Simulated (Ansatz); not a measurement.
All numbers below come from DFT PBE, scalar-relativistic, plane waves, PAW (Ansatz 0.2.0). All cells share a 420 eV cutoff and Γ-centred k meshes spaced at most about 0.3 Å⁻¹ (about 0.25 or finer for metals, 2π included). No spin polarisation.

Temperature and zero-point effects are left out.

Question: Which of these relaxed structures of SbSe₅ is the lowest in energy?
A. Space group C2/m (No. 12), monoclinic, a = 8.092 Å, b = 5.576 Å, c = 8.767 Å, β = 115.8°. Around Sb lie 8 Se at 3.00–3.01 Å; Se on a site of symmetry 1 is surrounded by 2 Se at 2.64–2.70 Å, 1 Se at 2.87 Å, 2 Sb at 3.00–3.01 Å and 1 Se at 3.46 Å; Se on a site of symmetry 2/m has 4 Se at 2.64 Å.
B. Space group P-3m1 (No. 164), trigonal, a = 3.826 Å, c = 13.277 Å. Sb has 6 Se at 2.79 Å; around Se on a site of symmetry 3m lie 3 Sb at 2.79 Å; Se on a second site of symmetry 3m has 3 Se at 2.69 Å; Se on a site of symmetry -3m has 6 Se at 2.69 Å.

Answer: B. The other, A, lies 138 meV/atom higher. Counting Se atoms around Sb (those within 1.25 times the shortest such distance or 1.15 times the sum of covalent radii): B has Sb 6; A has Sb 8. Both come from invented guesses.

Weakly bound directions are ill-defined at this level, which has no dispersion term (P-3m1), and this can change margins and order among such cells. These runs have no spin–orbit coupling, which can matter for Sb. In P-3m1, C2/m an odd number of electrons in the primitive cell allows no gap without spin; a larger cell or a magnetic state could open one. Cells relaxed within their symmetry can be saddle points. Some structure types and database cells were kept out of the candidates from the start, so a known form may be missing.
